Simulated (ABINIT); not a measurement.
# Cs (C2/m) in ABINIT: reference runs

Reference runs on Cs: the cell as given and a disturbed copy.

All numbers are computed with ABINIT 10.8.3 (patched build); they aren't measurements. Logs are shortened: lines on timing, memory, paths and dates and some standing lists are left out, and cuts for length are marked. The log counts tension as positive stress, the text compression.

### 1 Starting point

Symmetry: C2/m, No. 12, monoclinic system. The conventional cell has a = 6.038 Å, b = 8.676 Å, c = 5.110 Å, α = 90.00°, β = 120.26°, γ = 90.00°.

This isn't the form of Cs at room conditions, which is bcc.

### 2 Single point, PBE

Contents of run.abi:

```
# Pseudopotentials
pp_dirpath "./"
pseudos "Cs.GGA_PBE-JTH.xml"

# Structure
structure "poscar:POSCAR"
natom 1
chkprim 0
chksymtnons 0
tolsym 1.0e-6

# Plane-wave basis
ecut 20.0
pawecutdg 40.0

# k points
kptopt 1
ngkpt 6 6 6
nshiftk 1
shiftk 0.0 0.0 0.0

# Exchange and correlation
ixc 11

# Bands and occupations
nband 9
occopt 3
tsmear 0.05 eV

# SCF cycle
nstep 100
tolvrs 1.0e-9

# Output
iomode 3
prtwf 0
prtden 0
prteig 0
prtebands 0
prtvol 2
```

Contents of POSCAR:

```
Cs
1.0
    3.0190110000     -4.3381320000      0.0000000000
    3.0190110000      4.3381320000      0.0000000000
   -2.5749360000      0.0000000000      4.4138870000
Cs
1
Direct
    0.0000000000      0.0000000000      0.5000000000  Cs
```

Potentials or basis: JTH PAW PBE v2.0.

Started as:

```
> abinit run.abi > log 2>&1
```

run.abo:

```text
.Version 10.8.3 of ABINIT
 Symmetries : space group C2/m (# 12); Bravais mC (1-face-center monocl.)
================================================================================
 Values of the parameters that define the memory need of the present run
     intxc =       0    ionmov =       0      iscf =      17    lmnmax =      18
     lnmax =       6     mgfft =      45  mpssoang =       3    mqgrid =    3001
     natom =       1  nloc_mem =       2    nspden =       1   nspinor =       1
    nsppol =       1      nsym =       4    n1xccc =       1    ntypat =       1
    occopt =       3   xclevel =       2
       mpw =        3354          nfft =       81000          nkpt =          68
 PAW method is used; the additional fine FFT grid is defined by:
   mgfftf=        60    nfftf =    216000
================================================================================
================================================================================

--------------------------------------------------------------------------------
------------- Echo of variables that govern the present computation ------------
--------------------------------------------------------------------------------
 -outvars: echo values of preprocessed input variables --------
            acell      1.0000000000E+00  1.0000000000E+00  1.0000000000E+00 Bohr
              amu      1.32905430E+02
          chkprim           0
      chksymtnons           0
             ecut      2.00000000E+01 Hartree
              ixc          11
         kptrlatt        6    0    0      0    6    0      0    0    6
          kptrlen      5.79396619E+01
            natom           1
            nband           9
            ngfft          45      45      40
          ngfftdg          60      60      60
             nkpt          68
            nstep         100
             nsym           4
           ntypat           1
           occopt           3
        pawecutdg      4.00000000E+01 Hartree
         pawxcdev           0
           prtden           0
        prtebands           0
           prteig           0
           prtvol           2
            prtwf           0
            rprim      5.7051039611E+00 -8.1978813780E+00  0.0000000000E+00
                       5.7051039611E+00  8.1978813780E+00  0.0000000000E+00
                      -4.8659238317E+00  0.0000000000E+00  8.3410375807E+00
          spgroup          12
           tolsym      1.00000000E-06
           tolvrs      1.00000000E-09
           tsmear      1.83746611E-03 Hartree
            typat      1
           useylm           1
           xangst     -1.2874680000E+00 -1.0448612461E-33  2.2069435000E+00
            xcart     -2.4329619159E+00 -1.9745015946E-33  4.1705187904E+00
             xred      5.9204258975E-18  5.9204258975E-18  5.0000000000E-01
            znucl       55.00000

================================================================================

 chkinp: Checking input parameters for consistency.

================================================================================
== DATASET  1 ==================================================================

--- !DatasetInfo
iteration_state: {dtset: 1, }
dimensions: {natom: 1, nkpt: 68, mband: 9, nsppol: 1, nspinor: 1, nspden: 1, mpw: 3354, }
cutoff_energies: {ecut:  20.0, pawecutdg:  40.0, }
electrons: {nelect:   9.00000000E+00, charge:   0.00000000E+00, occopt:   3.00000000E+00, tsmear:   1.83746611E-03, }
meta: {optdriver: 0, ionmov: 0, optcell: 0, iscf: 17, paral_kgb: 0, }
...

 Exchange-correlation functional for the present dataset will be:
[... 89 lines left out ...]

================================================================================

 ----iterations are completed or convergence reached----

 Mean square residual over all n,k,spin=   46.434E-09; max=  80.480E-07
   0.0000  0.0000  0.0000    1  1.16400E-07 kpt; spin; max resid(k); each band:
  2.69E-14 1.81E-14 8.13E-16 1.85E-14 1.73E-13 7.96E-15 7.79E-15 5.69E-14
  1.16E-07
   0.1667  0.0000  0.0000    1  6.00677E-08 kpt; spin; max resid(k); each band:
  2.69E-14 4.06E-14 2.21E-14 2.11E-14 1.35E-13 3.20E-14 7.04E-15 2.09E-12
  6.01E-08
   0.3333  0.0000  0.0000    1  2.47616E-08 kpt; spin; max resid(k); each band:
  8.81E-15 4.66E-14 2.86E-14 1.74E-14 3.32E-14 2.43E-14 1.09E-14 2.48E-08
  2.69E-09
   0.5000  0.0000  0.0000    1  1.18858E-08 kpt; spin; max resid(k); each band:
  9.15E-15 4.97E-14 3.06E-14 1.62E-14 2.42E-14 4.26E-14 1.02E-14 3.15E-14
  1.19E-08
   0.1667  0.1667  0.0000    1  4.35762E-09 kpt; spin; max resid(k); each band:
  1.49E-14 3.98E-14 1.86E-15 3.20E-14 5.27E-14 7.26E-15 1.61E-14 3.47E-11
  4.36E-09
   0.3333  0.1667  0.0000    1  2.55237E-08 kpt; spin; max resid(k); each band:
  6.95E-15 5.01E-14 2.36E-14 3.28E-14 2.94E-14 3.73E-14 1.59E-14 1.82E-13
[... 172 lines left out ...]
  -0.1667  0.1667  0.5000    1  1.71886E-11 kpt; spin; max resid(k); each band:
  5.00E-15 7.00E-14 7.57E-14 1.10E-15 5.57E-15 3.80E-14 1.55E-14 3.86E-15
  1.72E-11
   0.3333  0.3333  0.5000    1  1.18071E-13 kpt; spin; max resid(k); each band:
  1.35E-14 1.31E-14 3.62E-15 1.30E-14 1.14E-13 1.52E-14 1.18E-13 1.90E-14
  2.84E-14
   0.5000  0.3333  0.5000    1  7.47694E-14 kpt; spin; max resid(k); each band:
  8.99E-15 2.15E-14 1.33E-14 3.34E-14 1.92E-14 2.50E-14 7.48E-14 6.70E-14
  4.96E-14
  -0.3333  0.3333  0.5000    1  1.52454E-13 kpt; spin; max resid(k); each band:
  4.48E-15 5.05E-14 2.58E-15 6.28E-14 1.77E-14 5.20E-15 9.44E-15 1.00E-13
  1.52E-13
   0.5000  0.5000  0.5000    1  2.08800E-13 kpt; spin; max resid(k); each band:
  4.08E-15 2.71E-14 6.43E-15 4.15E-14 4.11E-15 2.56E-15 2.09E-13 2.03E-14
  1.97E-13
 reduced coordinates (array xred) for    1 atoms
       0.000000000000      0.000000000000      0.500000000000
 rms dE/dt=  0.0000E+00; max dE/dt=  0.0000E+00; dE/dt below (all hartree)
    1       0.000000000000      0.000000000000      0.000000000000

 cartesian coordinates (angstrom) at end:
    1     -1.28746800000000    -0.00000000000000     2.20694350000000

 cartesian forces (hartree/bohr) at end:
    1     -0.00000000000000    -0.00000000000000    -0.00000000000000
 frms,max,avg= 0.0000000E+00 0.0000000E+00   0.000E+00  0.000E+00  0.000E+00 h/b

 cartesian forces (eV/Angstrom) at end:
    1     -0.00000000000000    -0.00000000000000    -0.00000000000000
 frms,max,avg= 0.0000000E+00 0.0000000E+00   0.000E+00  0.000E+00  0.000E+00 e/A
 length scales=  1.000000000000  1.000000000000  1.000000000000 bohr
              =  0.529177210544  0.529177210544  0.529177210544 angstroms
 Fermi (or HOMO) energy (hartree) =   0.01440   Average Vxc (hartree)=  -0.20025
 Eigenvalues (hartree) for nkpt=  68  k points:
 kpt#   1, nband=  9, wtk=  0.00463, kpt=  0.0000  0.0000  0.0000 (reduced coord)
  -0.86343   -0.37619   -0.37582   -0.37546   -0.04726    0.09660    0.10225    0.11316
   0.13616
      occupation numbers for kpt#   1
   2.00000    2.00000    2.00000    2.00000    2.00000    0.00000    0.00000    0.00000
   0.00000
 kpt#   2, nband=  9, wtk=  0.01852, kpt=  0.1667  0.0000  0.0000 (reduced coord)
  -0.86338   -0.37721   -0.37620   -0.37553   -0.03694    0.08760    0.09013    0.11996
   0.13732
      occupation numbers for kpt#   2
   2.00000    2.00000    2.00000    2.00000    2.00000    0.00000    0.00000    0.00000
   0.00000
 kpt#   3, nband=  9, wtk=  0.01852, kpt=  0.3333  0.0000  0.0000 (reduced coord)
  -0.86328   -0.37945   -0.37675   -0.37560   -0.01017    0.06011    0.07772    0.14260
   0.14423
      occupation numbers for kpt#   3
   2.00000    2.00000    2.00000    2.00000    2.00000    0.00000    0.00000    0.00000
[... 376 lines left out ...]
      occupation numbers for kpt#  66
   2.00000    2.00000    2.00000    2.00000    0.00000    0.00000    0.00000    0.00000
   0.00000
 kpt#  67, nband=  9, wtk=  0.00926, kpt= -0.3333  0.3333  0.5000 (reduced coord)
  -0.86302   -0.38049   -0.37867   -0.37822    0.03834    0.04165    0.09129    0.11197
   0.12981
      occupation numbers for kpt#  67
   2.00000    2.00000    2.00000    2.00000    0.00000    0.00000    0.00000    0.00000
   0.00000
 kpt#  68, nband=  9, wtk=  0.00463, kpt=  0.5000  0.5000  0.5000 (reduced coord)
  -0.86296   -0.38039   -0.37963   -0.37844    0.03714    0.03959    0.12091    0.12258
   0.13190
      occupation numbers for kpt#  68
   2.00000    2.00000    2.00000    2.00000    0.00001    0.00000    0.00000    0.00000
   0.00000
 Total charge density [el/Bohr^3]
)     Maximum=    1.7059E-01  at reduced coord.    0.1333    0.1500    0.6000
)Next maximum=    1.7059E-01  at reduced coord.    0.1500    0.1333    0.6000
)     Minimum=    1.4679E-03  at reduced coord.    0.6500    0.3500    0.0000
)Next minimum=    1.4679E-03  at reduced coord.    0.3500    0.6500    0.0000
   Integrated=    9.0000E+00

--- !EnergyTerms
iteration_state     : {dtset: 1, }
comment             : Components of total free energy in Hartree
kinetic             :  5.26235616196267E+00
hartree             :  5.04696470112818E+00
xc                  : -1.22403316962247E+01
Ewald energy        : -1.26946086037755E+01
psp_core            :  6.08449182711648E-01
local_psp           : -1.44253269816607E+01
PAW spherical_terms :  7.99053807750540E+00
internal            : -2.04519591583531E+01
'-kT*entropy'       : -5.12770647392145E-04
total_energy        : -2.04524719290005E+01
total_energy_eV     : -5.56540113345116E+02
...

--- !EnergyTermsDC
iteration_state     : {dtset: 1, }
comment             : '"Double-counting" decomposition of free energy'
band_energy         : -4.00092887495982E+00
Ewald energy        : -1.26946086037755E+01
psp_core            :  6.08449182711648E-01
xc_dc               : -1.22867765785986E+01
PAW spherical_terms :  7.92190694349197E+00
internal            : -2.04519579311303E+01
'-kT*entropy'       : -5.12770647392145E-04
total_energy_dc     : -2.04524707017777E+01
total_energy_dc_eV  : -5.56540079950684E+02
...

--- !EnergyTermsWithPAWCore
iteration_state     : {dtset: 1, }
comment             : 'Components of total free energy, including PAW core contributions'
Total energy        : -7.78695917230977E+03
Total energy DC     : -7.78695917108255E+03
Total energy (eV)   : -2.11893953719406E+05
Total energy DC (eV): -2.11893953686011E+05
...

 Cartesian components of stress tensor (hartree/bohr^3)
  sigma(1 1)=  2.79180155E-06  sigma(3 2)=  0.00000000E+00
  sigma(2 2)=  2.89693960E-06  sigma(3 1)=  1.89398389E-06
  sigma(3 3)=  3.10433631E-06  sigma(2 1)=  0.00000000E+00

-Cartesian components of stress tensor (GPa)         [Pressure= -8.6234E-02 GPa]
- sigma(1 1)=  8.21376375E-02  sigma(3 2)=  0.00000000E+00
- sigma(2 2)=  8.52309057E-02  sigma(3 1)=  5.57229300E-02
- sigma(3 3)=  9.13327274E-02  sigma(2 1)=  0.00000000E+00

== END DATASET(S) ==============================================================
================================================================================

 -outvars: echo values of variables after computation  --------
            acell      1.0000000000E+00  1.0000000000E+00  1.0000000000E+00 Bohr
           etotal     -2.0452470702E+01
            fcart     -0.0000000000E+00 -0.0000000000E+00 -0.0000000000E+00
            rprim      5.7051039611E+00 -8.1978813780E+00  0.0000000000E+00
                       5.7051039611E+00  8.1978813780E+00  0.0000000000E+00
                      -4.8659238317E+00  0.0000000000E+00  8.3410375807E+00
           strten      2.7918015542E-06  2.8969396038E-06  3.1043363081E-06
                       0.0000000000E+00  1.8939838938E-06  0.0000000000E+00
           xangst     -1.2874680000E+00 -1.0448612461E-33  2.2069435000E+00
             xred      5.9204258975E-18  5.9204258975E-18  5.0000000000E-01
 Calculation completed.
```

Wall time 45 s (1 thread of Arm Neoverse V2, shared host); peak memory 0.22 GiB.

What came out:

- Free energy: -556.5401 eV
- Pressure: -0.1 GPa
- Band gap on the k mesh: none (metal or under the smearing width)
- Valence electrons inside the program's atomic spheres: Cs 5.35 (radii [1.1677] Å)

The run has no spin-orbit coupling, so splittings on Cs are missing.

### 3 Single point, PBE (cell strained at random at fixed volume)

Contents of run.abi:

```
pp_dirpath "./"
pseudos "Cs.GGA_PBE-JTH.xml"

acell 3*1.0
rprim
     5.6339935632    -8.0868656318     0.2171257523
     5.6861991371     8.1231956166    -0.0205734483
    -4.6838543855    -0.1364193289     8.4242252088
ntypat 1
znucl 55
natom 1
typat 1
xred
     0.0095400000     0.0059200000     0.5081250000
chkprim 0
chksymtnons 0
tolsym 1.0e-6

ecut 20.0
pawecutdg 40.0

kptopt 1
ngkpt 6 6 6
nshiftk 1
shiftk 0.0 0.0 0.0

ixc 11

nband 9
occopt 3
tsmear 0.00183747

nstep 100
tolvrs 1.0e-9

iomode 3
prtwf 0
prtden 0
prteig 0
prtebands 0
prtvol 2
```

Potentials or basis: JTH PAW PBE v2.0.

Started as:

```
> abinit run.abi > log 2>&1
```

run.abo:

```text
.Version 10.8.3 of ABINIT
 Symmetries : space group P-1 (#  2); Bravais aP (primitive triclinic)
================================================================================
 Values of the parameters that define the memory need of the present run
     intxc =       0    ionmov =       0      iscf =      17    lmnmax =      18
     lnmax =       6     mgfft =      40  mpssoang =       3    mqgrid =    3001
     natom =       1  nloc_mem =       2    nspden =       1   nspinor =       1
    nsppol =       1      nsym =       2    n1xccc =       1    ntypat =       1
    occopt =       3   xclevel =       2
       mpw =        3352          nfft =       64000          nkpt =         112
 PAW method is used; the additional fine FFT grid is defined by:
   mgfftf=        60    nfftf =    216000
================================================================================
================================================================================

--------------------------------------------------------------------------------
------------- Echo of variables that govern the present computation ------------
--------------------------------------------------------------------------------
 -outvars: echo values of preprocessed input variables --------
            acell      1.0000000000E+00  1.0000000000E+00  1.0000000000E+00 Bohr
              amu      1.32905430E+02
          chkprim           0
      chksymtnons           0
             ecut      2.00000000E+01 Hartree
              ixc          11
         kptrlatt        6    0    0      0    6    0      0    0    6
          kptrlen      5.78384665E+01
            natom           1
            nband           9
            ngfft          40      40      40
[... 1192 lines left out ...]
Ewald energy        : -1.26848332811013E+01
psp_core            :  6.08449282448878E-01
xc_dc               : -1.22950060065001E+01
PAW spherical_terms :  7.92191253678980E+00
internal            : -2.04519368797059E+01
'-kT*entropy'       : -4.50582905644678E-04
total_energy_dc     : -2.04523874626115E+01
total_energy_dc_eV  : -5.56537814897581E+02
...

--- !EnergyTermsWithPAWCore
iteration_state     : {dtset: 1, }
comment             : 'Components of total free energy, including PAW core contributions'
Total energy        : -7.78695908954779E+03
Total energy DC     : -7.78695908784338E+03
Total energy (eV)   : -2.11893951467338E+05
Total energy DC (eV): -2.11893951420958E+05
...

 Cartesian components of stress tensor (hartree/bohr^3)
  sigma(1 1)=  2.31962200E-06  sigma(3 2)= -2.52115965E-07
  sigma(2 2)=  1.89626844E-06  sigma(3 1)=  3.07999334E-06
  sigma(3 3)=  3.96411227E-06  sigma(2 1)=  5.35453424E-08

-Cartesian components of stress tensor (GPa)         [Pressure= -8.0221E-02 GPa]
- sigma(1 1)=  6.82456354E-02  sigma(3 2)= -7.41750777E-03
- sigma(2 2)=  5.57901437E-02  sigma(3 1)=  9.06165327E-02
- sigma(3 3)=  1.16628210E-01  sigma(2 1)=  1.57535836E-03

== END DATASET(S) ==============================================================
================================================================================

 -outvars: echo values of variables after computation  --------
            acell      1.0000000000E+00  1.0000000000E+00  1.0000000000E+00 Bohr
           etotal     -2.0452387463E+01
            fcart     -0.0000000000E+00 -0.0000000000E+00 -0.0000000000E+00
            rprim      5.6339935632E+00 -8.0868656318E+00  2.1712575230E-01
                       5.6861991371E+00  8.1231956166E+00 -2.0573448300E-02
                      -4.6838543855E+00 -1.3641932890E-01  8.4242252088E+00
           strten      2.3196219982E-06  1.8962684413E-06  3.9641122706E-06
                      -2.5211596474E-07  3.0799933422E-06  5.3545342401E-08
           xangst     -1.2131773386E+00 -5.2059105405E-02  2.2662061768E+00
             xred      9.5400000000E-03  5.9200000000E-03  5.0812500000E-01
 Calculation completed.
```

Run time: 61 s. Hardware: 1 thread of Arm Neoverse V2, shared host; peak memory 0.27 GiB.

Results:

| Item | Value |
| --- | --- |
| Free energy | -556.5378 eV |
| Pressure | -0.1 GPa |
| Band gap on the k mesh | none (metal or under the smearing width) |
| Valence electrons inside the program's atomic spheres | Cs 5.34 (radii [1.1677] Å) |

Stress tensor (GPa, compression positive):
```
-0.07  0.00 -0.09
 0.00 -0.06  0.01
-0.09  0.01 -0.12
```

Levels at points of the mesh, in eV from the Fermi level:
| k point | band 2 | band 3 | band 4 | band 5 | band 6 | band 7 |
| --- | --- | --- | --- | --- | --- | --- |
| (0.00, 0.00, 0.00) | -10.64 | -10.63 | -10.62 | -1.68 | 2.13 | 2.31 |
| (0.50, 0.00, 0.00) | -10.76 | -10.66 | -10.62 | -0.07 | 0.70 | 1.62 |
| (0.00, 0.50, 0.00) | -10.76 | -10.66 | -10.63 | -0.05 | 0.73 | 1.51 |
| (0.50, 0.50, 0.00) | -10.78 | -10.69 | -10.62 | 0.06 | 0.91 | 1.66 |
| (0.00, 0.00, 0.50) | -10.78 | -10.65 | -10.62 | -0.05 | 0.72 | 1.75 |
| (0.50, 0.00, 0.50) | -10.78 | -10.70 | -10.63 | 0.17 | 1.15 | 1.47 |
| (0.00, 0.50, 0.50) | -10.79 | -10.69 | -10.63 | 0.13 | 1.06 | 1.58 |
| (0.50, 0.50, 0.50) | -10.76 | -10.74 | -10.69 | 0.59 | 0.71 | 2.77 |

The run has no spin-orbit coupling, so splittings on Cs are missing.
